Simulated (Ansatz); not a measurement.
# SnTe: the cost of one run

Program: Ansatz 0.2.0. Level of theory: reference: DFT PBE, plane waves, PAW, scalar-relativistic, collinear spin. These are calculated values, not measurements.

## (1) The starting structure

Symmetry: P1, No. 1, triclinic system. Conventional cell: a = 4.455 Å, b = 4.490 Å, c = 7.536 Å, α = 104.57°, β = 92.05°, γ = 118.55°. Sn (site symmetry 1) has 5 Te at 2.90 to 3.24 Å as nearest neighbours. Sn (site symmetry 1) has 6 Te at 3.08 to 3.36 Å as nearest neighbours. Te (site symmetry 1) is surrounded by 6 Sn at 2.96 to 3.28 Å. Te (site symmetry 1) is surrounded by 5 Sn at 2.90 to 3.36 Å.

Coordinates:

```xyz
4
Lattice="-3.1320 6.4162 2.9921 3.2543 -0.0470 3.2085 3.1301 3.1686 0.0772" Properties=species:S:1:pos:R:3 pbc="T T T"
Sn    3.3488    0.2056    3.2108
Sn    3.2136    6.2424    3.1798
Te    3.2509    3.1710    3.0323
Te   -0.0754    6.3092    3.3353
```

## (2) The reference run

File input.yaml:

```yaml
crystal:
  lattice:
    - [-3.131971, 6.416197, 2.992086]
    - [3.254302, -0.047035, 3.208486]
    - [3.130114, 3.168594, 0.077153]
  atoms:
    - { symbol: Sn, position: [0.012202, 0.988032, 0.05485] }
    - { symbol: Sn, position: [0.489786, 0.510597, 0.98588] }
    - { symbol: Te, position: [0.235782, 0.712359, 0.533884] }
    - { symbol: Te, position: [0.773421, 0.307946, 0.429623] }
kpoints:
  mp_grid: { grid: [3, 5, 5], shift: [0.5, 0.0, 0.5] }
magnetization:
  spin_polarized: true
scf:
  occupations: { method: fermi_dirac, width: 0.0613 }
hamiltonian:
  pseudopotentials: { kind: paw }
  xc: pbe
basis:
  ecutwfc: 420
total_charge: -1.0
output:
  forces: true
  stress: true
  eigenvalues: true
```

On the command line:

```console
$ ansatz run input.yaml --threads 1 --pin off --max-ram 2560MiB --backend cpu --events-out ev --progress --plain --runs-dir out
```

Q: Estimate wall time and peak memory on 1 thread of Intel Xeon 6975P-C (Granite Rapids), shared host.

About 17 s, with a peak of 0.64 GiB.
